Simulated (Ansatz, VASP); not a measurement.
**Al16CN15 (neutral C on an N site in AlN) in two plane-wave programs**

One calculation is typed for both programs; each brings its own data sets. How far apart do they land? The cell is taken from a series of runs on this material, whose earlier steps may have relaxed, scaled, displaced or heated it; both programs get it as it stands.

Program: Ansatz 0.2.0. Level of theory: plane waves, with VASP 6.6.1 beside it; single point at HSE06. Results are calculated unless marked as measured.

## 1. The structure

The cell holds 32 atoms: 16 Al, 15 N and 1 C. Its edges and angles: a = 6.260 Å, b = 6.260 Å, c = 10.036 Å, α = 90.0°, β = 90.0°, γ = 120.0°. It derives from AlN (AlN (P6_3mc)). Nearest the centre at fractional (0.333, 0.667, 0.440): C32 at 0.02 Å, Al7 at 1.94 Å, Al3 at 1.95 Å, Al15 at 1.95 Å, Al6 at 1.96 Å, Al8 at 3.09 Å, N17 at 3.10 Å, N28 at 3.10 Å.

Coordinates:

```xyz
32
Lattice="6.2605 0.0000 0.0000 -3.1302 5.4217 0.0000 0.0000 0.0000 10.0360" Properties=species:S:1:pos:R:3 pbc="T T T"
Al   -0.0034    1.8088   10.0234
Al    1.5579    0.9069    2.5134
Al    0.0325    1.7694    5.0510
Al    1.5748    0.9039    7.5407
Al   -1.5714    4.5218   10.0223
Al   -0.0196    3.6258    2.4566
Al   -1.5955    4.5357    5.0251
Al    0.0006    3.6142    7.5081
Al    3.1282    1.8084    0.0147
Al    4.6937    0.9046    2.5099
Al    3.1338    1.8052    5.0165
Al    4.6915    0.9059    7.5407
Al    1.5621    4.5202   10.0234
Al    3.1238    3.6191    2.5134
Al    1.6141    4.5089    5.0510
Al    3.1348    3.6059    7.5407
N    -0.0079    1.8037    1.8983
N     1.5721    0.8997    4.4233
N     0.0030    1.7918    6.9605
N     1.5690    0.9084    9.4452
N    -1.5881    4.5314    1.8879
N    -1.5745    4.5235    6.9529
N    -0.0028    3.6161    9.4329
N     3.1252    1.8101    1.9255
N     4.7050    0.8980    4.4267
N     3.1319    1.8063    6.9317
N     4.6884    0.9077    9.4451
N     1.5642    4.5267    1.8983
N     3.1371    3.6104    4.4233
N     1.5800    4.5232    6.9605
N     3.1281    3.6088    9.4452
C    -0.0046    3.6171    4.4416
```

## 2. Ansatz: single point, HSE06

Ansatz runs on its default PAW (the set named soft_2) files.

With cell and atoms fixed, the geometry can't cause a difference; cores, projectors, grids and the points listed under the comparison can.

Input file input.yaml:

```yaml
crystal:
  lattice:
    - [6.2604712, 0.0, 0.0]
    - [-3.1302356, 5.4217271, 0.0]
    - [0.0, 0.0, 10.03601392]
  atoms:
    - { symbol: Al, position: [0.166274884, 0.333620596, -0.001253365] }
    - { symbol: Al, position: [0.332478083, 0.167272343, 0.250433633] }
    - { symbol: "N", position: [0.16508161, 0.332683832, 0.189145139] }
    - { symbol: "N", position: [0.334084012, 0.165943425, 0.440739312] }
    - { symbol: Al, position: [0.168371095, 0.326358665, 0.503286647] }
    - { symbol: Al, position: [0.334908466, 0.166718781, 0.751366961] }
    - { symbol: "N", position: [0.165718221, 0.330485129, 0.693556382] }
    - { symbol: "N", position: [0.33438954, 0.167542798, 0.941128171] }
    - { symbol: Al, position: [0.165992484, 0.834007516, -0.001368782] }
    - { symbol: Al, position: [0.3312413, 0.6687587, 0.244783237] }
    - { symbol: "N", position: [0.16421806, 0.83578194, 0.188115287] }
    - { symbol: C, position: [0.332843553, 0.667156447, 0.44257087] }
    - { symbol: Al, position: [0.163430297, 0.836569703, 0.500704938] }
    - { symbol: Al, position: [0.333393277, 0.666606723, 0.74811989] }
    - { symbol: "N", position: [0.165666157, 0.834333843, 0.692790717] }
    - { symbol: "N", position: [0.333039724, 0.666960276, 0.939902609] }
    - { symbol: Al, position: [0.666446696, 0.333553304, 0.001462172] }
    - { symbol: Al, position: [0.83316099, 0.16683901, 0.250084416] }
    - { symbol: "N", position: [0.666130568, 0.333869432, 0.191861371] }
    - { symbol: "N", position: [0.834362286, 0.165637714, 0.441086417] }
    - { symbol: Al, position: [0.667041269, 0.332958731, 0.499847804] }
    - { symbol: Al, position: [0.832918575, 0.167081425, 0.751359078] }
    - { symbol: "N", position: [0.666846205, 0.333153795, 0.690680172] }
    - { symbol: "N", position: [0.832588218, 0.167411782, 0.941122275] }
    - { symbol: Al, position: [0.666379404, 0.833725116, -0.001253365] }
    - { symbol: Al, position: [0.832727657, 0.667521917, 0.250433633] }
    - { symbol: "N", position: [0.667316168, 0.83491839, 0.189145139] }
    - { symbol: "N", position: [0.834056575, 0.665915988, 0.440739312] }
    - { symbol: Al, position: [0.673641335, 0.831628905, 0.503286647] }
    - { symbol: Al, position: [0.833281219, 0.665091534, 0.751366961] }
    - { symbol: "N", position: [0.669514871, 0.834281779, 0.693556382] }
    - { symbol: "N", position: [0.832457202, 0.66561046, 0.941128171] }
basis:
  ecutwfc: 420
  xc_grid: 2
hamiltonian:
  xc: hse06
kpoints:
  mp_grid: { grid: [1, 1, 1] }
magnetization:
  spin_polarized: true
  initial_magnetization: 1
  spin_locking: { lock_magnetization: hard }
scf:
  occupations: { method: fermi_dirac, width: 0.01 }
  max_iter: 120
output:
  forces: true
  efg: {}
  eigenvalues: true
checkpoint:
  read: "../relax.run"
```

Launch:

```console
$ ansatz run input.yaml --threads 4 --pin off --max-ram 7536MiB --backend cpu --events-out ev --progress --plain --runs-dir out
```

Numbers of over 12 decimals in the logs are rounded to 6 here.

Log:

```text
Warning: checkpoint.read: hamiltonian.xc differs: saved pbe, current hse06; the SCF iterates under this deck's functional from the saved state
exact exchange: scf.exx.singularity resolves to wigner_seitz, which cuts the screened interaction at the faces of the exchange supercell's Wigner-Seitz cell, so that each pair interacts once, at the shortest of its separations (the periodic images that this leaves out come, for a point-like exchange hole, to about 0.234 eV on a filled level). The cut falls within the interaction's reach, and what an exchange supercel [...]
Engine: ansatz 0.2.0, aarch64-unknown-linux-gnu
Pseudopotentials: kind: paw
Pseudopotential: Al, paw, valence charge 3, recommended cutoff 420 eV (normal), Al.paw.azcp
Pseudopotential: N, paw, valence charge 5, recommended cutoff 420 eV (normal), N.paw.azcp
Pseudopotential: C, paw, valence charge 4, recommended cutoff 420 eV (normal), C.paw.azcp
Functional definition: HSE06
  parameter a = 0.25
  parameter omega = 0.11/bohr
  exchange = pbe_x - a*pbe_x_sr(omega) + a*exact_x_sr(omega)
  correlation = pbe_c
Crystal: 32 atoms, lattice volume = 340.648 Å³
Basis set: ecut = 420 eV, 6705 PW (Γ), exchange–correlation on 90×90×144 points (8 copies of the dense FFT grid, shifted against one another)
Bands: 96, of which v1, the nominal top of the filled ones, is band 64 counted from 1 (63 counted from 0)
Symmetry: 2 space group operations
Space group: Cm (ITA 8), of the structure as read, at distance tolerance 7.0e-5 Å
Magnetic group: BNS 8.32 (UNI 39), of the structure as read, at distance tolerance 7.0e-5 Å
k-points: 1
Non-local potential: Al, projectors of the file, l = 0: 2, l = 1: 2, l = 2: 1
Non-local potential: N, projectors of the file, l = 0: 2, l = 1: 2, l = 2: 1
Non-local potential: C, projectors of the file, l = 0: 2, l = 1: 2, l = 2: 1
PAW form: soft (Blöchl's): semilocal exchange-correlation on the pseudo side does not see the compensation charge
PAW frozen core: Al, regenerated for the run's functional, and the local potential with it (the file was generated under x = pbe(κ = 0.804, μ = 0.219515), c = pbe(β = 0.066725))
PAW frozen core: N, regenerated for the run's functional, and the local potential with it (the file was generated under x = pbe(κ = 0.804, μ = 0.219515), c = pbe(β = 0.066725))
PAW frozen core: C, regenerated for the run's functional, and the local potential with it (the file was generated under x = pbe(κ = 0.804, μ = 0.219515), c = pbe(β = 0.066725))
PAW one-centre angular grid: Al, 110 points (default); XC on 64 Gauss nodes
PAW one-centre angular grid: N, 110 points (default); XC on 64 Gauss nodes
PAW one-centre angular grid: C, 110 points (default); XC on 64 Gauss nodes
Initial density: read from a saved state, or passed on in memory by an earlier SCF of this step, an earlier step, the calling program or the single point that the run made first
Starting moments: Σ|m| = 1 μB on 32 of 32 sites; this step starts from the density that it was given
Initial wavefunctions: pseudopotential atomic-orbital guess
Functional: x = pbe(κ = 0.804, μ = 0.219515), c = pbe(β = 0.066725), warm-up for x = pbe(κ = 0.804, μ = 0.219515) + 0.25 (exact − pbe) at short range (hse, ω = 0.207870 Å⁻¹), c = pbe(β = 0.066725); HSE06 as pw.x's `hse` composes it (authors' and Libxc's form: `xc: wpbeh`)
iter 1 solved again at ethr=8.44e-4 eV; its pass at ethr=1.00e-1 eV (dr2=1.07e0 eV) is discarded
SCF iter   1: F=—  HF=-14640.653281 eV  |F-HF|=—  |Δ(HF+E_count)|=         —  Δρ=1.16e-2 (↑8.48e-3 ↓1.16e-2)  dr2=1.11e0  dr2_m=6.82e-2  M=1.000 μB ∫|m|=1.103 μB  β_m=0.30  ethr=8.44e-4  ⟨swp⟩=5.0  Hψ=1224  notcnv=0
preconditioner: auto → none  [insulator: Δε(μ)=0.177 eV  Ē_g=12.480 eV  σ=0.010 eV  W_gap=1.00  n_scr=66 (ndim 8)  ℏωp=22.7 eV  f_vac=0.000  D(μ)=0.03/eV (n_scr^D=0)]
[...]
atom  24  N     -0.05521354     0.03187755     0.30559442
  atom  25  Al     0.07901715     0.01503794    -0.28121120
  atom  26  Al    -0.03906705     0.08865443    -0.65905966
  atom  27  N      0.02408062     0.05940577     0.35008141
  atom  28  N     -0.09751838     0.02545077     0.31837522
  atom  29  Al     0.61646269    -0.22170829     0.37965350
  atom  30  Al     0.07205487     0.18591383    -0.20764729
  atom  31  N      0.05683319     0.04571018     0.14269002
  atom  32  N     -0.03989563    -0.07286136     0.32457524
  max |Σ_I F_I| component: 1.66e-4 eV/Å
--- PAW observables at the nuclei: V_zz in 10²¹ V/m², potentials from the cell's mean, atoms counted from 1 ---
  atom   1  Al V_zz =    +1.432422   η = 0.0705   by run symmetry: allowed
            electrostatic potential = -1230.539695 V   contact ρ = 10067.913160 e/Å³   contact ρ_s (e/Å³): all electrons -0.004656, valence -0.004736
  atom   2  Al V_zz =    +1.383604   η = 0.1346   by run symmetry: allowed
            electrostatic potential = -1230.431379 V   contact ρ = 10067.920291 e/Å³   contact ρ_s (e/Å³): all electrons -0.005805, valence -0.005765
  atom   3  N  V_zz =    +2.084105   η = 0.0525   by run symmetry: allowed
            electrostatic potential = -516.489125 V   contact ρ = 1408.019611 e/Å³   contact ρ_s (e/Å³): all electrons -0.008502, valence +0.000772
  atom   4  N  V_zz =    +2.156774   η = 0.4140   by run symmetry: allowed
            electrostatic potential = -516.305374 V   contact ρ = 1407.988654 e/Å³   contact ρ_s (e/Å³): all electrons +0.027259, valence +0.060924
  atom   5  Al V_zz =    -1.422738   η = 0.1764   by run symmetry: allowed
            electrostatic potential = -1230.300679 V   contact ρ = 10068.915094 e/Å³   contact ρ_s (e/Å³): all electrons +0.008630, valence -0.002353
  atom   6  Al V_zz =    +1.299815   η = 0.2079   by run symmetry: allowed
            electrostatic potential = -1230.559060 V   contact ρ = 10067.973387 e/Å³   contact ρ_s (e/Å³): all electrons +0.001175, valence +0.001028
  atom   7  N  V_zz =    +2.103772   η = 0.0319   by run symmetry: allowed
            electrostatic potential = -516.389359 V   contact ρ = 1408.034690 e/Å³   contact ρ_s (e/Å³): all electrons -0.008056, valence +0.002774
  atom   8  N  V_zz =    +2.013363   η = 0.0251   by run symmetry: allowed
            electrostatic potential = -516.506027 V   contact ρ = 1407.920054 e/Å³   contact ρ_s (e/Å³): all electrons +0.000200, valence +0.000280
  atom   9  Al V_zz =    +1.316045   η = 0.2105   by run symmetry: allowed
            electrostatic potential = -1230.587263 V   contact ρ = 10067.923257 e/Å³   contact ρ_s (e/Å³): all electrons -0.003292, valence -0.003273
  atom  10  Al V_zz =    +0.773849   η = 0.5381   by run symmetry: allowed
            electrostatic potential = -1230.830497 V   contact ρ = 10068.337001 e/Å³   contact ρ_s (e/Å³): all electrons -0.158946, valence -0.158476
  atom  11  N  V_zz =    +2.078520   η = 0.0909   by run symmetry: allowed
            electrostatic potential = -516.543286 V   contact ρ = 1407.965584 e/Å³   contact ρ_s (e/Å³): all electrons -0.017495, valence -0.018984
  atom  12  C  V_zz =    +5.819353   η = 0.4672   by run symmetry: allowed
            electrostatic potential = -417.568886 V   contact ρ = 865.171067 e/Å³   contact ρ_s (e/Å³): all electrons +0.202689, valence +0.607906
  atom  13  Al V_zz =    +2.326398   η = 0.9099   by run symmetry: allowed
            electrostatic potential = -1230.993513 V   contact ρ = 10068.413773 e/Å³   contact ρ_s (e/Å³): all electrons -0.185758, valence -0.184963
  atom  14  Al V_zz =    +1.696870   η = 0.1289   by run symmetry: allowed
            electrostatic potential = -1230.383764 V   contact ρ = 10067.757159 e/Å³   contact ρ_s (e/Å³): all electrons -0.005316, valence -0.005285
  atom  15  N  V_zz =    +2.103991   η = 0.1114   by run symmetry: allowed
            electrostatic potential = -516.510904 V   contact ρ = 1408.017358 e/Å³   contact ρ_s (e/Å³): all electrons -0.023297, valence -0.024751
  atom  16  N  V_zz =    +2.332573   η = 0.0069   by run symmetry: allowed
            electrostatic potential = -516.450520 V   contact ρ = 1407.958409 e/Å³   contact ρ_s (e/Å³): all electrons -0.002636, valence -0.002727
  atom  17  Al V_zz =    +1.380478   η = 0.0203   by run symmetry: allowed
            electrostatic potential = -1230.525168 V   contact ρ = 10067.963569 e/Å³   contact ρ_s (e/Å³): all electrons -0.002781, valence -0.002771
  atom  18  Al V_zz =    +1.658490   η = 0.0081   by run symmetry: allowed
            electrostatic potential = -1230.373189 V   contact ρ = 10067.923123 e/Å³   contact ρ_s (e/Å³): all electrons -0.030725, valence -0.030347
  atom  19  N  V_zz =    +2.219107   η = 0.0234   by run symmetry: allowed
            electrostatic potential = -516.385803 V   contact ρ = 1407.899660 e/Å³   contact ρ_s (e/Å³): all electrons -0.004781, valence -0.005251
  atom  20  N  V_zz =    -2.339112   η = 0.5567   by run symmetry: allowed
            electrostatic potential = -515.726415 V   contact ρ = 1408.661119 e/Å³   contact ρ_s (e/Å³): all electrons +0.209812, valence +0.391010
  atom  21  Al V_zz =    +1.273088   η = 0.2840   by run symmetry: allowed
            electrostatic potential = -1230.177198 V   contact ρ = 10067.878563 e/Å³   contact ρ_s (e/Å³): all electrons -0.037702, valence -0.037082
  atom  22  Al V_zz =    +1.282876   η = 0.2387   by run symmetry: allowed
            electrostatic potential = -1230.517685 V   contact ρ = 10067.981180 e/Å³   contact ρ_s (e/Å³): all electrons -0.014955, valence -0.014965
  atom  23  N  V_zz =    +2.189927   η = 0.0396   by run symmetry: allowed
            electrostatic potential = -516.345102 V   contact ρ = 1407.917453 e/Å³   contact ρ_s (e/Å³): all electrons -0.006117, valence -0.006513
  atom  24  N  V_zz =    +2.024136   η = 0.0225   by run symmetry: allowed
            electrostatic potential = -516.492456 V   contact ρ = 1407.927504 e/Å³   contact ρ_s (e/Å³): all electrons -0.007408, valence -0.006862
  atom  25  Al V_zz =    +1.432422   η = 0.0705   by run symmetry: allowed
            electrostatic potential = -1230.539695 V   contact ρ = 10067.913160 e/Å³   contact ρ_s (e/Å³): all electrons -0.004656, valence -0.004736
  atom  26  Al V_zz =    +1.383604   η = 0.1346   by run symmetry: allowed
            electrostatic potential = -1230.431379 V   contact ρ = 10067.920294 e/Å³   contact ρ_s (e/Å³): all electrons -0.005804, valence -0.005765
  atom  27  N  V_zz =    +2.084105   η = 0.0525   by run symmetry: allowed
            electrostatic potential = -516.489125 V   contact ρ = 1408.019611 e/Å³   contact ρ_s (e/Å³): all electrons -0.008502, valence +0.000772
  atom  28  N  V_zz =    +2.156774   η = 0.4140   by run symmetry: allowed
            electrostatic potential = -516.305374 V   contact ρ = 1407.988654 e/Å³   contact ρ_s (e/Å³): all electrons +0.027259, valence +0.060924
  atom  29  Al V_zz =    -1.422738   η = 0.1764   by run symmetry: allowed
            electrostatic potential = -1230.300679 V   contact ρ = 10068.915092 e/Å³   contact ρ_s (e/Å³): all electrons +0.008632, valence -0.002353
  atom  30  Al V_zz =    +1.299815   η = 0.2079   by run symmetry: allowed
            electrostatic potential = -1230.559060 V   contact ρ = 10067.973387 e/Å³   contact ρ_s (e/Å³): all electrons +0.001175, valence +0.001028
  atom  31  N  V_zz =    +2.103772   η = 0.0319   by run symmetry: allowed
            electrostatic potential = -516.389359 V   contact ρ = 1408.034690 e/Å³   contact ρ_s (e/Å³): all electrons -0.008056, valence +0.002774
  atom  32  N  V_zz =    +2.013363   η = 0.0251   by run symmetry: allowed
            electrostatic potential = -516.506027 V   contact ρ = 1407.920054 e/Å³   contact ρ_s (e/Å³): all electrons +0.000200, valence +0.000280
--- Band table (eV) ---
  k-point 0 ↑: bands = [... 60 lower, 5.8281, 5.9581, 6.4429, 6.5730, 11.7297, 12.6306, 12.6660, 12.6701, ... 28 higher]
  k-point 0 ↓: bands = [... 60 lower, 5.8669, 6.6690, 6.7362, 8.5239, 11.7561, 12.6353, 12.6871, 12.6943, ... 28 higher]
```

(Continued in part 2 of 2.)

[Lines on the potential files, build, host, timing and source positions are cut from VASP's logs without a mark.]

[Logs are printed without paths, hosts, clocks, repeated set-up lines and the standing remarks that a program may print on its own settings, such as how far it seeks lower states.]

[Hosts, paths, dates, database ids (printed as entryN), source tags and the programs' standing remarks are cut or masked in the printed files.]
